## A quarter of exact exchange, multiplied by four

A hybrid functional replaces part of its approximate exchange energy by exact exchange, the energy that electrons of equal spin gain by keeping apart, worked out from the orbitals themselves. In PBEsol0 the part is a quarter. If the volume answers in proportion, four times the step from PBEsol to PBEsol0 gives the effect of exact exchange in full. This can be held against HF (Hartree–Fock), which has exact exchange in full but no correlation energy beside it.

VASP calculations with density functionals and Hartree–Fock for zinc-blende ZnS (space group F-43m, 2-atom cell), with PAW potentials, a plane-wave cutoff of 600 eV and no spin polarisation. Cell and atoms were relaxed with each method, and the computed volumes are those of the static lattice, without vibrations.

```tsv
method	rung	potentials	k mesh	smearing	equilibrium volume (Å³/atom)	computed less measured (Å³/atom)
LDA	LDA	VASP PAW LDA potentials, recommended	9x9x9 2-atom cell	Fermi-Dirac 0.05eV	18.622	-1.160
PBE-D3(BJ)	GGA	VASP PAW PBE potentials, recommended	9x9x9 2-atom cell	Fermi-Dirac 0.05eV	19.470	-0.312
PBE-D4	GGA	VASP PAW PBE potentials, recommended	9x9x9 2-atom cell	Fermi-Dirac 0.05eV	19.481	-0.301
PBE-TS	GGA	VASP PAW PBE potentials, recommended	9x9x9 2-atom cell	Fermi-Dirac 0.05eV	19.926	0.144
PBEsol	GGA	VASP PAW PBE potentials, recommended	9x9x9 2-atom cell	Fermi-Dirac 0.05eV	19.257	-0.525
PBEsol-D3	GGA	VASP PAW PBE potentials, recommended	9x9x9 2-atom cell	Fermi-Dirac 0.05eV	18.752	-1.030
PW91	GGA	VASP PAW PBE potentials, recommended	9x9x9 2-atom cell	Fermi-Dirac 0.05eV	20.168	0.386
RPBE	GGA	VASP PAW PBE potentials, recommended	9x9x9 2-atom cell	Fermi-Dirac 0.05eV	20.962	1.180
r2SCAN	meta-GGA	VASP PAW PBE potentials, recommended	9x9x9 2-atom cell	gaussian 0.05eV	19.553	-0.229
HF	hybrid	VASP PAW PBE potentials, recommended	5x5x5 2-atom cell	Fermi-Dirac 0.05eV	21.717	1.935
PBEsol0	hybrid	VASP PAW PBE potentials, recommended	5x5x5 2-atom cell	Fermi-Dirac 0.05eV	19.290	-0.492
r2SCAN0	hybrid	VASP PAW PBE potentials, recommended	5x5x5 2-atom cell	gaussian 0.05eV	19.584	-0.198
```

The equilibrium volume is the volume per atom at which the computed energy is lowest. For zinc sulfide the estimate runs as follows:

step for a quarter: 19.290 − 19.257 = 0.033 Å³/atom

step for the whole: 4 × 0.033 ≈ 0.13 Å³/atom

expected volume: 19.257 + 0.13 ≈ 19.39 Å³/atom

HF gives 21.72 Å³/atom, about 2.3 more than expected. The same scaling from r2SCAN and r2SCAN0 falls short by about 2.0. A response in proportion to exact exchange thus accounts for less than a tenth of the swelling seen in HF. This does not refute proportionality itself, because HF changes two things at once: it takes exact exchange in full and drops all correlation. Either the missing correlation does most of the work, or the response to exact exchange grows out of proportion, or both. The printed output after this text holds both estimates.

The k mesh also changes within each pair, and meshes and cutoff are usual working values, not converged limits, so the sign of so small a step should not be interpreted. Its smallness is enough for the argument. Even a true step of 0.1 Å³/atom would scale to only 0.4, a fifth of what has to be explained.

## Why HF makes the crystal too large

The table files HF under the hybrids, but it differs from the other two in a second way: it has no correlation energy. Apart from exchange, each electron in HF feels only the average charge of the others. Real electrons also dodge one another from moment to moment, and this lowers the energy further.

In a crystal of filled shells such as ZnS, with its full zinc 3d shell and its sulfur anion, the gain from correlation is expected to grow when atoms approach. The density between them rises, their electron shells overlap more, and each shell polarises its neighbours more strongly. Correlation therefore acts as an inward pull on the lattice. Without it, the repulsion between filled shells is balanced only at a larger distance, and the crystal comes out 9.8 % too large in volume. This is no general law: in covalent molecules such as H₂ or N₂ the gain from correlation grows as the bond stretches, and HF bonds come out too short.

This cause rests mainly on theory. The failed scaling leaves room for it but cannot prove it, since no row combines full exact exchange with correlation. The scaling also assumes a proportional response, which the orbitals need not obey over so long a step. The HF run moreover uses potentials made for PBE, and their share in its error is untested. Still, PBEsol0 and r2SCAN0 keep their correlation and hardly move, while HF drops it and moves far. That is what missing correlation would lead one to expect, though HF also has four times their share of exact exchange, and a response that grows out of proportion would look the same.

The hybrids hold a second lesson. From PBEsol to PBEsol0 the band gap in the same runs opens by 1.9 eV, while the volume stays almost where it was. The gap depends on the spacing between filled and empty levels. The volume depends on how the total energy changes under compression, and a functional can alter the first strongly and the second very little.

## Why LDA and RPBE fail in opposite directions

LDA misses the measured volume by −1.16 Å³/atom and RPBE by +1.18. One gives a crystal about 6 % too small, the other one about 6 % too large. The cause lies mainly in how each treats a density that varies in space.

LDA takes the energy at each point from a uniform electron gas of the same density. When a crystal expands, the density between the atoms thins out and becomes less uniform. LDA gives too little credit for the exchange energy of such uneven regions, so it makes expansion look too costly. The result is overbinding, with bonds too short and a density too high.

A GGA adds a term that depends on the density gradient and rewards unevenness. The stronger this reward, the cheaper expansion becomes and the larger the equilibrium volume. PBEsol has a weak gradient term, chosen to suit solids, and corrects about half of the LDA error. RPBE has a strong one and overshoots. PW91 rewards gentle gradients about as much as RPBE does, but gradients that are large relative to the density less, and its volume falls between the two.

The name of the rung is thus a poor guide to the volume. PBEsol and RPBE are both GGAs without a dispersion correction, yet they lie 1.7 Å³/atom apart, while LDA and PBEsol differ by only 0.6. A reader who knows how strongly a GGA rewards gradients can guess on which side of PBEsol its volume will fall. The LDA run has potentials of its own, while PBEsol and RPBE use ones made for PBE; how much of the differences comes from this is untested.

## Why a physical correction can make the result worse

Dispersion is the attraction between fluctuating charges on neighbouring atoms. It is a real force, and GGAs describe its long-range part poorly. Yet adding the D3 correction to PBEsol shrinks the crystal by another 0.5 Å³/atom and nearly doubles the error.

The signs explain this. PBEsol already gives too small a volume. The added attraction grows as the atoms approach, so it pulls the lattice inward until the repulsion of the shells stops it. A correction that contracts this crystal can only help a functional that leaves it too large.

There is also a physical reason to expect trouble. At the distance of a chemical bond, a GGA already contains part of the attraction between neighbours. The correction has to be damped there, or the same attraction is counted twice. How much to damp is a matter of construction, and the result depends on it. The PBEsol-D3 run uses the zero-damped form of D3, not the BJ form of the PBE row.

The rows built on PBE show how much depends on the recipe. With D3(BJ) the volume is 0.31 Å³/atom too small, with TS it is 0.14 too large. The underlying functional is the same, so the difference of almost half a cubic ångström per atom comes from the dispersion recipe. The table has no row for plain PBE, but the runs let us estimate one. Taking the dispersion energy off the total energy leaves the PBE energy, and between the D3(BJ) and the TS volume it still falls, with a mean outward pressure of 0.012 eV/Å³ near 19.7 Å³/atom. Against a stiffness of about 0.5 eV/Å³ this puts the PBE minimum near 20.2 Å³/atom, roughly 0.4 too large. TS thus removes most of the PBE error, while D3(BJ) and D4 pull past the measured volume to an error of similar size and opposite sign.

## How large an error must be to count as a failure

The computed crystal is static: its atoms sit still. The measured crystal vibrates, and vibration swells it slightly. A simple estimate of the swelling balances the pressure of the vibrations against the stiffness of the lattice:

swelling ≈ γ × E / B

Here E is the vibrational energy per atom, B the bulk modulus (the resistance to compression) and γ the Grüneisen constant, which measures how strongly the vibrations soften when the crystal expands. With rough values for zinc sulfide at room temperature, γ near 0.8, E near 0.08 eV and B near 80 GPa (0.5 eV/Å³), the swelling is of the order of 0.1 Å³/atom.

A fair static reference would thus lie a little below the measured volume. This shrinks the negative errors by roughly a tenth of a cubic ångström per atom and enlarges the positive ones by as much. It can't rescue LDA, PBEsol-D3, RPBE or HF, each of which misses by more than 1 Å³/atom. Two of these are too small and two too large, so no common shift of the reference could repair them all.

Among the small errors the verdict is different. As printed, PBE-TS at +0.14 looks better than r2SCAN at −0.23. If the reference is lowered by only 0.04 Å³/atom, half the difference between the two error sizes, they become equally good. The likely swelling is larger than that, so the apparent lead of PBE-TS is not secure and may well be reversed.

## A rule for reading such errors

First compare the error with the swelling by vibration; only an error several times larger is a clear failure of the method. Then look at its sign before choosing a remedy. For a volume that is too small, an added attraction is the wrong cure, and a stronger gradient term acts in the right direction but can overshoot. Finally, judge a functional for densities and lattice constants by its volumes, not by its rung or by how far it opens the gap.

Numerical output:

```
Errors against the measured crystal:
         row  volume error A3/atom  volume error %  lattice constant error %
         LDA                 -1.16          -5.864                    -1.994
  PBE-D3(BJ)                -0.312          -1.577                   -0.5285
      PBE-D4                -0.301          -1.522                   -0.5098
      PBE-TS                 0.144          0.7279                    0.2421
      PBEsol                -0.525          -2.654                   -0.8926
   PBEsol-D3                 -1.03          -5.207                    -1.767
        PW91                 0.386           1.951                    0.6462
        RPBE                  1.18           5.965                      1.95
      r2SCAN                -0.229          -1.158                   -0.3874
          HF                 1.935           9.782                      3.16
     PBEsol0                -0.492          -2.487                    -0.836
     r2SCAN0                -0.198          -1.001                   -0.3348
Measured volume in A3/atom: 19.78
Largest less smallest computed volume in A3/atom: 3.095
PBEsol less LDA in A3/atom: 0.635
RPBE less PBEsol in A3/atom: 1.705
PBEsol-D3 less PBEsol in A3/atom: -0.505
Error of PBEsol-D3 over error of PBEsol: 1.962
PBE-TS less PBE-D3(BJ) in A3/atom: 0.456
PBEsol0 less PBEsol in A3/atom: 0.033
r2SCAN0 less r2SCAN in A3/atom: 0.031
Full exchange scaled from the PBEsol pair, volume in A3/atom: 19.39
Full exchange scaled from the r2SCAN pair, volume in A3/atom: 19.68
HF less the PBEsol estimate in A3/atom: 2.328
HF less the r2SCAN estimate in A3/atom: 2.04
Gap rise from PBEsol to PBEsol0 in eV: 1.911
Gap rise from r2SCAN to r2SCAN0 in eV: 1.679
Thermal and zero-point expansion, order of magnitude only, in A3/atom: 0.1243
Lowering of the reference that makes PBE-TS and r2SCAN equally good in A3/atom: 0.0425
Volume left open by the residual pressure of LDA in A3/atom: 0.03166
```
